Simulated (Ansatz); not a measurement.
# MoS₂: a line through a two-coordinate scan

One line of a two-coordinate grid on MoS₂ (R-3m, No. 166; 9 atoms in the cell): opening across the cut is varied, at slide along a1 + a2 (5.334 Å) = 0.833.

The COD entry's cell or inner coordinates are ideal or old and differ from later refinements, so a difference from it is no clean test against experiment.

Computed with Ansatz 0.2.0 (DFT PBEsol+D3(BJ), scalar-relativistic, plane waves, PAW, unless a step's input says otherwise).

45 further runs of the same task are left out: 45 set aside as unsound or not needed.

### 1 The system as given

It takes space group R-3m (No. 166, trigonal). Conventional cell: a = 3.080 Å, b = 3.080 Å, c = 17.391 Å, α = 90.00°, β = 90.00°, γ = 120.00°. Mo (site symmetry -3m) is surrounded by 6 S at 2.40 Å. S (site symmetry 3m) is surrounded by 3 Mo at 2.40 Å.

As a file:

```cif
data_structure
_symmetry_space_group_name_H-M 'R-3m:H'
_symmetry_Int_Tables_number 166
_cell_length_a 3.0798
_cell_length_b 3.0798
_cell_length_c 17.3912
_cell_angle_alpha 90.000
_cell_angle_beta 90.000
_cell_angle_gamma 120.000
_cell_volume 142.86
loop_
_atom_site_label
_atom_site_type_symbol
_atom_site_symmetry_multiplicity
_atom_site_Wyckoff_symbol
_atom_site_fract_x
_atom_site_fract_y
_atom_site_fract_z
_atom_site_occupancy
Mo1 Mo 3 a 0.00000 0.00000 0.00000 1
S1 S 6 c 0.00000 0.00000 0.75923 1
```

This cell was relaxed beforehand with the same method: volume 15.87 Å³/atom, gap on the mesh none (metal).

### 2 Plan of the line

Rigid slide and opening across a plane, one cut a cell; the plane is (0 0 1) of the conventional cell, and the faces at the cut hold S and S.

First coordinate, slide along a1 + a2 (5.334 Å): 12 values from 0.000 to 0.917, periodic. Second coordinate, opening across the cut: 7 values from −0.3 to 3.2 Å.

Nothing else is relaxed (rigid halves). Energies count from the perfect crystal. Points are written as (first, second).

### 3 The run at (0.833, −0.3 Å)

input.yaml

```yaml
crystal:
  lattice:
    - [-1.5399048628, -2.6671934611, 0.0]
    - [1.5399048628, -2.6671934611, 0.0]
    - [0.0, -4.4453224352, 17.0911508613]
  atoms:
    - { symbol: Mo, position: [0.192034801, 0.192034801, 0.1695582388] }
    - { symbol: Mo, position: [0.242714539, 0.242714539, 0.5087425532] }
    - { symbol: Mo, position: [0.293394277, 0.293394277, 0.8479268676] }
    - { symbol: S, position: [0.497559688, 0.497559688, 0.6029283744] }
    - { symbol: S, position: [-0.451760574, -0.451760574, 0.9421126888] }
    - { symbol: S, position: [0.44687995, 0.44687995, 0.2637440601] }
    - { symbol: S, position: [0.9371896521, 0.9371896521, 0.0753724175] }
    - { symbol: S, position: [-0.0121306099, -0.0121306099, 0.4145567319] }
    - { symbol: S, position: [0.0385491281, 0.0385491281, 0.7537410463] }
basis:
  ecutwfc: 420
kpoints:
  mp_grid: { grid: [14, 14, 3] }
hamiltonian:
  xc: pbesol
  pseudopotentials: { kind: paw, azcp: { folder: soft_1 } }
  dispersion: d3bj
scf:
  occupations: { method: gaussian, width: 0.15 }
output:
  forces: true
  stress: true
  eigenvalues: true
```

On the command line:

```console
$ ansatz run input.yaml --threads 4 --pin off --max-ram 8192MiB --backend cpu --events-out ev --progress --plain --runs-dir out
```

Standard output, cut to the lines that bear on the results:

```text
Warning: <dir> the record states the generating functional pbe (its physics header spells it `PBE`), which answers neither for hamiltonian.xc's functional nor for the pbesol family's — results may be inconsistent (PPs are generated against a specific XC)
[...]
Warning: RAYON_NUM_THREADS=4 ignored (pool sized by the plan → 4); use --threads N
[...]
Pseudopotentials: kind: paw
Pseudopotential: Mo, paw, valence charge 14, recommended cutoff 420 eV (normal), <dir>
Pseudopotential: S, paw, valence charge 6, recommended cutoff 420 eV (normal), <dir>
Functional definition: PBEsol
[...]
Crystal: 9 atoms, lattice volume = 140.394 Å³
Basis set: ecut = 420 eV, 2719 PW (Γ), exchange–correlation on 48×48×240 points (8 copies of the dense FFT grid, shifted against one another)
Bands: 48, of which v1, the nominal top of the filled ones, is band 39 counted from 1 (38 counted from 0)
Symmetry: 4 space group operations
Space group: C2/m (ITA 12), of the structure as read, at distance tolerance 5.2e-5 Å
k-points: 162 of 588
[...]
SCF iter   1: F=—  HF=-20013.916832 eV  |F-HF|=—  |Δ(HF+E_count)|=         —  Δρ=5.89e-2  dr2=6.52e0  ethr=3.10e-3  ⟨swp⟩=8.1  Hψ=37822  notcnv=0
[...]
SCF iter  10: F=-20011.645104 eV  HF=-20011.645104 eV  |F-HF|=9.39e-9  |Δ(HF+E_count)|=  2.76e-10  Δρ=1.12e-6  dr2=1.11e-8  ethr=1.28e-10  ⟨swp⟩=13.1  Hψ=37296  notcnv=0
[...]
SCF converged after 10 iterations
Free energy (F): -20011.645104 eV
[...]
E sigma→0 (E₀):  -20011.631760 eV
Entropy (-TS):   -0.026689 eV (-2.965 meV/atom)
Fermi energy:    13.299923 eV
[...]
--- Forces (eV/Å), atoms counted from 1 ---
  atom   1  Mo     0.00000000    -0.09354641    -0.02121850
  atom   2  Mo     0.00000000     0.00000000     0.00000000
  atom   3  Mo     0.00000000     0.09354641     0.02121850
  atom   4  S      0.00000000     0.00155133    -0.00984689
  atom   5  S      0.00000000    -0.04806131    -0.58578808
  atom   6  S      0.00000000     0.01797716    -0.02845486
  atom   7  S      0.00000000     0.04806131     0.58578808
  atom   8  S      0.00000000    -0.00155133     0.00984689
[...]
--- Stress (GPa, compression-positive) ---
        1.386761       0.000000       0.000000
        0.000000       0.578546      -0.286238
        0.000000      -0.286238       1.217963
  P = ⅓ Tr σ = 1.0611 GPa (10.611 kbar)
--- Band table (eV; the first three rows and the last of 162) ---
[...]
```

It took 5.2 s on 4 threads of AMD EPYC 9B45 (Zen 5), shared host; peak memory 1.1 GiB.

Energy on the map's scale: 19.8 meV/Å².

### 4 Grid point (0.833, 0.0 Å)

input.yaml

```yaml
crystal:
  lattice:
    - [-1.5399048628, -2.6671934611, 0.0]
    - [1.5399048628, -2.6671934611, 0.0]
    - [0.0, -4.4453224352, 17.3911508613]
  atoms:
    - { symbol: Mo, position: [0.1944722222, 0.1944722222, 0.1666333333] }
    - { symbol: Mo, position: [0.2500277778, 0.2500277778, 0.4999666667] }
    - { symbol: Mo, position: [0.3055833333, 0.3055833333, 0.8333] }
    - { symbol: S, position: [0.5062268598, 0.5062268598, 0.5925277682] }
    - { symbol: S, position: [-0.4382175846, -0.4382175846, 0.9258611015] }
    - { symbol: S, position: [0.4506713043, 0.4506713043, 0.2591944349] }
    - { symbol: S, position: [0.9382731402, 0.9382731402, 0.0740722318] }
    - { symbol: S, position: [-0.0061713043, -0.0061713043, 0.4074055651] }
    - { symbol: S, position: [0.0493842513, 0.0493842513, 0.7407388985] }
basis:
  ecutwfc: 420
kpoints:
  mp_grid: { grid: [14, 14, 3] }
hamiltonian:
  xc: pbesol
  pseudopotentials: { kind: paw, azcp: { folder: soft_1 } }
  dispersion: d3bj
scf:
  occupations: { method: gaussian, width: 0.15 }
output:
  forces: true
  stress: true
  eigenvalues: true
```

On the command line:

```console
$ ansatz run input.yaml --threads 4 --pin off --max-ram 8192MiB --backend cpu --events-out ev --progress --plain --runs-dir out
```

Standard output, cut to the lines that bear on the results:

```text
[...]
SCF converged after 10 iterations
Free energy (F): -20011.736403 eV
[...]
E sigma→0 (E₀):  -20011.724674 eV
Entropy (-TS):   -0.023458 eV (-2.606 meV/atom)
Fermi energy:    12.975017 eV
[...]
--- Forces (eV/Å), atoms counted from 1 ---
  atom   1  Mo     0.00000000    -0.06844034    -0.12269922
  atom   2  Mo     0.00000000     0.00000000     0.00000000
  atom   3  Mo     0.00000000     0.06844034     0.12269922
  atom   4  S      0.00000000     0.00027941     0.00344992
  atom   5  S      0.00000000    -0.00547101    -0.21111651
  atom   6  S      0.00000000     0.00884006     0.02913199
  atom   7  S      0.00000000     0.00547101     0.21111651
  atom   8  S      0.00000000    -0.00027941    -0.00344992
[...]
--- Stress (GPa, compression-positive) ---
        0.647675       0.000000       0.000000
        0.000000       0.210054      -0.337582
        0.000000      -0.337582       0.050273
  P = ⅓ Tr σ = 0.3027 GPa (3.027 kbar)
--- Band table (eV; the first three rows and the last of 162) ---
[...]
```

It took 5.2 s on 4 threads of AMD EPYC 9B45 (Zen 5), shared host; peak memory 1.1 GiB.

On the map this point reads 8.6 meV/Å².

### 5 Point (0.833, 0.3 Å)

input.yaml

```yaml
crystal:
  lattice:
    - [-1.5399048628, -2.6671934611, 0.0]
    - [1.5399048628, -2.6671934611, 0.0]
    - [0.0, -4.4453224352, 17.6911508613]
  atoms:
    - { symbol: Mo, position: [0.1968269776, 0.1968269776, 0.1638076268] }
    - { symbol: Mo, position: [0.2570929861, 0.2570929861, 0.4914884167] }
    - { symbol: Mo, position: [0.3173589946, 0.3173589946, 0.8191692065] }
    - { symbol: S, position: [0.5146000823, 0.5146000823, 0.5824799012] }
    - { symbol: S, position: [-0.4251339092, -0.4251339092, 0.910160691] }
    - { symbol: S, position: [0.4543340738, 0.4543340738, 0.2547991114] }
    - { symbol: S, position: [0.9393198814, 0.9393198814, 0.0728161423] }
    - { symbol: S, position: [-0.0004141101, -0.0004141101, 0.4004969321] }
    - { symbol: S, position: [0.0598518984, 0.0598518984, 0.7281777219] }
basis:
  ecutwfc: 420
kpoints:
  mp_grid: { grid: [14, 14, 3] }
hamiltonian:
  xc: pbesol
  pseudopotentials: { kind: paw, azcp: { folder: soft_1 } }
  dispersion: d3bj
scf:
  occupations: { method: gaussian, width: 0.15 }
output:
  forces: true
  stress: true
  eigenvalues: true
```

On the command line:

```console
$ ansatz run input.yaml --threads 4 --pin off --max-ram 8192MiB --backend cpu --events-out ev --progress --plain --runs-dir out
```

Standard output, cut to the lines that bear on the results:

```text
Warning: <dir> the record states the generating functional pbe (its physics header spells it `PBE`), which answers neither for hamiltonian.xc's functional nor for the pbesol family's — results may be inconsistent (PPs are generated against a specific XC)
[...]
Warning: RAYON_NUM_THREADS=4 ignored (pool sized by the plan → 4); use --threads N
[...]
[... 4 set-up lines as earlier in the session ...]
[...]
Crystal: 9 atoms, lattice volume = 145.323 Å³
Basis set: ecut = 420 eV, 2827 PW (Γ), exchange–correlation on 48×48×250 points (8 copies of the dense FFT grid, shifted against one another)
Bands: 48, of which v1, the nominal top of the filled ones, is band 39 counted from 1 (38 counted from 0)
[... 1 set-up line as earlier in the session ...]
Space group: C2/m (ITA 12), of the structure as read, at distance tolerance 5.3e-5 Å
k-points: 162 of 588
[...]
SCF iter  10: F=-20011.734037 eV  HF=-20011.734037 eV  |F-HF|=2.34e-8  |Δ(HF+E_count)|=   1.25e-9  Δρ=2.77e-6  dr2=3.54e-8  ethr=1.28e-10  ⟨swp⟩=11.7  Hψ=40651  notcnv=0
[...]
SCF converged after 10 iterations
Free energy (F): -20011.734037 eV
[...]
E sigma→0 (E₀):  -20011.723052 eV
Entropy (-TS):   -0.021971 eV (-2.441 meV/atom)
Fermi energy:    12.660150 eV
[...]
--- Forces (eV/Å), atoms counted from 1 ---
  atom   1  Mo     0.00000000    -0.03618709    -0.14080710
  atom   2  Mo     0.00000000     0.00000000     0.00000000
  atom   3  Mo     0.00000000     0.03618709     0.14080710
  atom   4  S      0.00000000    -0.00014463     0.01323169
  atom   5  S      0.00000000     0.00566281     0.01339857
  atom   6  S      0.00000000     0.00305381     0.06175397
  atom   7  S      0.00000000    -0.00566281    -0.01339857
  atom   8  S      0.00000000     0.00014463    -0.01323169
[...]
--- Stress (GPa, compression-positive) ---
        0.184944       0.000000       0.000000
        0.000000       0.000103      -0.227317
        0.000000      -0.227317      -0.505088
  P = ⅓ Tr σ = -0.1067 GPa (-1.067 kbar)
--- Band table (eV; the first three rows and the last of 162) ---
[...]
```

It took 5.5 s on 4 threads of AMD EPYC 9B45 (Zen 5), shared host; peak memory 1.1 GiB.

Energy on the map's scale: 8.9 meV/Å².

### 6 Point (0.833, 1.2 Å)

input.yaml

```yaml
crystal:
  lattice:
    - [-1.5399048628, -2.6671934611, 0.0]
    - [1.5399048628, -2.6671934611, 0.0]
    - [0.0, -4.4453224352, 18.5911508613]
  atoms:
    - { symbol: Mo, position: [0.2034352678, 0.2034352678, 0.1558776786] }
    - { symbol: Mo, position: [0.2769205006, 0.2769205006, 0.4676953993] }
    - { symbol: Mo, position: [0.3504057333, 0.3504057333, 0.77951312] }
    - { symbol: S, position: [0.5380983546, 0.5380983546, 0.5542819744] }
    - { symbol: S, position: [-0.3884164126, -0.3884164126, 0.8660996951] }
    - { symbol: S, position: [0.4646131219, 0.4646131219, 0.2424642537] }
    - { symbol: S, position: [0.9422574138, 0.9422574138, 0.0692911035] }
    - { symbol: S, position: [0.0157426465, 0.0157426465, 0.3811088242] }
    - { symbol: S, position: [0.0892278792, 0.0892278792, 0.6929265449] }
basis:
  ecutwfc: 420
kpoints:
  mp_grid: { grid: [14, 14, 3] }
hamiltonian:
  xc: pbesol
  pseudopotentials: { kind: paw, azcp: { folder: soft_1 } }
  dispersion: d3bj
scf:
  occupations: { method: gaussian, width: 0.15 }
output:
  forces: true
  stress: true
  eigenvalues: true
```

On the command line:

```console
$ ansatz run input.yaml --threads 4 --pin off --max-ram 8192MiB --backend cpu --events-out ev --progress --plain --runs-dir out
```

Standard output, cut to the lines that bear on the results:

```text
[...]
SCF converged after 9 iterations
Free energy (F): -20011.571326 eV
[...]
E sigma→0 (E₀):  -20011.561096 eV
Entropy (-TS):   -0.020460 eV (-2.273 meV/atom)
Fermi energy:    11.780897 eV
[...]
--- Forces (eV/Å), atoms counted from 1 ---
  atom   1  Mo     0.00000000    -0.00268753    -0.09738964
  atom   2  Mo     0.00000000     0.00000000    -0.00000000
  atom   3  Mo     0.00000000     0.00268753     0.09738964
  atom   4  S      0.00000000    -0.00005028     0.02382403
  atom   5  S      0.00000000     0.00170797     0.15342561
  atom   6  S      0.00000000     0.00006119     0.08564550
  atom   7  S      0.00000000    -0.00170797    -0.15342561
  atom   8  S      0.00000000     0.00005028    -0.02382403
[...]
--- Stress (GPa, compression-positive) ---
       -0.067554      -0.000000      -0.000000
       -0.000000      -0.074062      -0.025595
       -0.000000      -0.025595      -0.630188
  P = ⅓ Tr σ = -0.2573 GPa (-2.573 kbar)
--- Band table (eV; the first three rows and the last of 162) ---
[...]
```

Run time: 5.8 s. Hardware: 4 threads of AMD EPYC 9B45 (Zen 5), shared host; peak memory 1.1 GiB.

Energy on the map's scale: 28.7 meV/Å².

### 7 The run at (0.833, 2.0 Å)

input.yaml

```yaml
crystal:
  lattice:
    - [-1.5399048628, -2.6671934611, 0.0]
    - [1.5399048628, -2.6671934611, 0.0]
    - [0.0, -4.4453224352, 19.3911508613]
  atoms:
    - { symbol: Mo, position: [0.2087943336, 0.2087943336, 0.1494467997] }
    - { symbol: Mo, position: [0.2929998419, 0.2929998419, 0.4484001897] }
    - { symbol: Mo, position: [0.3772053502, 0.3772053502, 0.7473535798] }
    - { symbol: S, position: [0.5571545375, 0.5571545375, 0.531414555] }
    - { symbol: S, position: [-0.3586399542, -0.3586399542, 0.8303679451] }
    - { symbol: S, position: [0.4729490292, 0.4729490292, 0.232461165] }
    - { symbol: S, position: [0.944639638, 0.944639638, 0.0664324344] }
    - { symbol: S, position: [0.0288451463, 0.0288451463, 0.3653858245] }
    - { symbol: S, position: [0.1130506546, 0.1130506546, 0.6643392145] }
basis:
  ecutwfc: 420
kpoints:
  mp_grid: { grid: [14, 14, 3] }
hamiltonian:
  xc: pbesol
  pseudopotentials: { kind: paw, azcp: { folder: soft_1 } }
  dispersion: d3bj
scf:
  occupations: { method: gaussian, width: 0.15 }
output:
  forces: true
  stress: true
  eigenvalues: true
```

On the command line:

```console
$ ansatz run input.yaml --threads 4 --pin off --max-ram 8192MiB --backend cpu --events-out ev --progress --plain --runs-dir out
```

Standard output, cut to the lines that bear on the results:

```text
Warning: <dir> the record states the generating functional pbe (its physics header spells it `PBE`), which answers neither for hamiltonian.xc's functional nor for the pbesol family's — results may be inconsistent (PPs are generated against a specific XC)
[...]
Warning: RAYON_NUM_THREADS=4 ignored (pool sized by the plan → 4); use --threads N
[...]
[... 4 set-up lines as earlier in the session ...]
[...]
Crystal: 9 atoms, lattice volume = 159.288 Å³
Basis set: ecut = 420 eV, 3089 PW (Γ), exchange–correlation on 48×48×270 points (8 copies of the dense FFT grid, shifted against one another)
Bands: 48, of which v1, the nominal top of the filled ones, is band 39 counted from 1 (38 counted from 0)
[... 1 set-up line as earlier in the session ...]
Space group: C2/m (ITA 12), of the structure as read, at distance tolerance 5.4e-5 Å
k-points: 162 of 588
[...]
SCF iter   9: F=-20011.455522 eV  HF=-20011.455522 eV  |F-HF|=6.33e-8  |Δ(HF+E_count)|=   2.70e-8  Δρ=4.80e-6  dr2=7.77e-8  ethr=1.28e-10  ⟨swp⟩=14.9  Hψ=42958  notcnv=0
[...]
SCF converged after 9 iterations
Free energy (F): -20011.455522 eV
[...]
E sigma→0 (E₀):  -20011.445537 eV
Entropy (-TS):   -0.019972 eV (-2.219 meV/atom)
Fermi energy:    11.082138 eV
[...]
--- Forces (eV/Å), atoms counted from 1 ---
  atom   1  Mo     0.00000000    -0.00020691    -0.06457462
  atom   2  Mo     0.00000000    -0.00000000     0.00000000
  atom   3  Mo     0.00000000     0.00020691     0.06457462
  atom   4  S      0.00000000    -0.00000609     0.02439487
  atom   5  S      0.00000000     0.00012319     0.12078088
  atom   6  S      0.00000000     0.00000194     0.08931649
  atom   7  S      0.00000000    -0.00012319    -0.12078088
  atom   8  S      0.00000000     0.00000609    -0.02439487
[...]
--- Stress (GPa, compression-positive) ---
        0.013492      -0.000000      -0.000000
       -0.000000       0.012810      -0.002146
       -0.000000      -0.002146      -0.283003
  P = ⅓ Tr σ = -0.0856 GPa (-0.856 kbar)
--- Band table (eV; the first three rows and the last of 162) ---
[...]
```

It took 6 s on 4 threads of AMD EPYC 9B45 (Zen 5), shared host; peak memory 1.1 GiB.

Energy on the map's scale: 42.8 meV/Å².

### 8 The run at (0.833, 3.2 Å)

input.yaml

```yaml
crystal:
  lattice:
    - [-1.5399048628, -2.6671934611, 0.0]
    - [1.5399048628, -2.6671934611, 0.0]
    - [0.0, -4.4453224352, 20.5911508613]
  atoms:
    - { symbol: Mo, position: [0.2160521503, 0.2160521503, 0.1407374196] }
    - { symbol: Mo, position: [0.3147761958, 0.3147761958, 0.422268565] }
    - { symbol: Mo, position: [0.4135002413, 0.4135002413, 0.7037997104] }
    - { symbol: S, position: [0.5829624468, 0.5829624468, 0.5004450638] }
    - { symbol: S, position: [-0.3183135077, -0.3183135077, 0.7819762092] }
    - { symbol: S, position: [0.4842384013, 0.4842384013, 0.2189139184] }
    - { symbol: S, position: [0.9478658993, 0.9478658993, 0.0625609208] }
    - { symbol: S, position: [0.0465899448, 0.0465899448, 0.3440920662] }
    - { symbol: S, position: [0.1453139903, 0.1453139903, 0.6256232116] }
basis:
  ecutwfc: 420
kpoints:
  mp_grid: { grid: [14, 14, 3] }
hamiltonian:
  xc: pbesol
  pseudopotentials: { kind: paw, azcp: { folder: soft_1 } }
  dispersion: d3bj
scf:
  occupations: { method: gaussian, width: 0.15 }
output:
  forces: true
  stress: true
  eigenvalues: true
```

On the command line:

```console
$ ansatz run input.yaml --threads 4 --pin off --max-ram 8192MiB --backend cpu --events-out ev --progress --plain --runs-dir out
```

Standard output, cut to the lines that bear on the results:

```text
Warning: <dir> the record states the generating functional pbe (its physics header spells it `PBE`), which answers neither for hamiltonian.xc's functional nor for the pbesol family's — results may be inconsistent (PPs are generated against a specific XC)
[...]
Warning: RAYON_NUM_THREADS=4 ignored (pool sized by the plan → 4); use --threads N
[...]
[... 4 set-up lines as earlier in the session ...]
[...]
Crystal: 9 atoms, lattice volume = 169.145 Å³
Basis set: ecut = 420 eV, 3293 PW (Γ), exchange–correlation on 48×48×288 points (8 copies of the dense FFT grid, shifted against one another)
Bands: 48, of which v1, the nominal top of the filled ones, is band 39 counted from 1 (38 counted from 0)
[... 1 set-up line as earlier in the session ...]
Space group: C2/m (ITA 12), of the structure as read, at distance tolerance 5.5e-5 Å
k-points: 162 of 588
[...]
SCF iter   9: F=-20011.365045 eV  HF=-20011.365045 eV  |F-HF|=7.38e-8  |Δ(HF+E_count)|=   1.34e-8  Δρ=6.38e-6  dr2=9.85e-8  ethr=1.28e-10  ⟨swp⟩=15.2  Hψ=44778  notcnv=0
[...]
SCF converged after 9 iterations
Free energy (F): -20011.365045 eV
[...]
E sigma→0 (E₀):  -20011.355103 eV
Entropy (-TS):   -0.019883 eV (-2.209 meV/atom)
Fermi energy:    10.136777 eV
[...]
--- Forces (eV/Å), atoms counted from 1 ---
  atom   1  Mo     0.00000000    -0.00000513    -0.04202273
  atom   2  Mo     0.00000000     0.00000000     0.00000000
  atom   3  Mo     0.00000000     0.00000513     0.04202273
  atom   4  S      0.00000000     0.00000011     0.02409780
  atom   5  S      0.00000000    -0.00000190     0.08499369
  atom   6  S      0.00000000     0.00000082     0.09218850
  atom   7  S      0.00000000     0.00000190    -0.08499369
  atom   8  S      0.00000000    -0.00000011    -0.02409780
[...]
--- Stress (GPa, compression-positive) ---
        0.092308       0.000000       0.000000
        0.000000       0.092355      -0.000031
        0.000000      -0.000031       0.056631
  P = ⅓ Tr σ = 0.0804 GPa (0.804 kbar)
--- Band table (eV; the first three rows and the last of 162) ---
[...]
```

It took 6.6 s on 4 threads of AMD EPYC 9B45 (Zen 5), shared host; peak memory 1.2 GiB.

Energy on the map's scale: 53.9 meV/Å².

### 9 The line in numbers

```
opening across the cut (Å)  step  energy (meV/Å²)  slope (meV/Å² per Å)  pressure (GPa)  largest force on an atom (eV/Å)
                      −0.3     3             19.8                   −66            1.06                             0.59
                       0.0     4              8.6                   −14            0.30                             0.21
                       0.3     5              8.9                    12           −0.11                             0.14
                       0.7     –             16.9                    24           −0.29                             0.14
                       1.2     6             28.7                    22           −0.26                             0.15
                       2.0     7             42.8                    13           −0.09                             0.12
                       3.2     8             53.9                     6            0.08                             0.09
```

Energies count from the perfect crystal. Rows without a step come from runs not printed here or follow by symmetry. Slopes come from the forces (and the stress, where the cell changes), not from differences of energies.

What this shows: The lowest point of the line is at 0.0 Å, 8.6 meV/Å² from the zero. Energies and slopes round the minimum, fitted together, put the minimum at 0.13 Å, with a curvature of about 92 meV/Å² per Å². The highest point computed, at 3.2 Å, lies 45.2 meV/Å² above the lowest. This is one cut through a surface in two coordinates; the map's lowest point lies off it. With the other coordinates free, the energies away from the reference would be the same or lower.
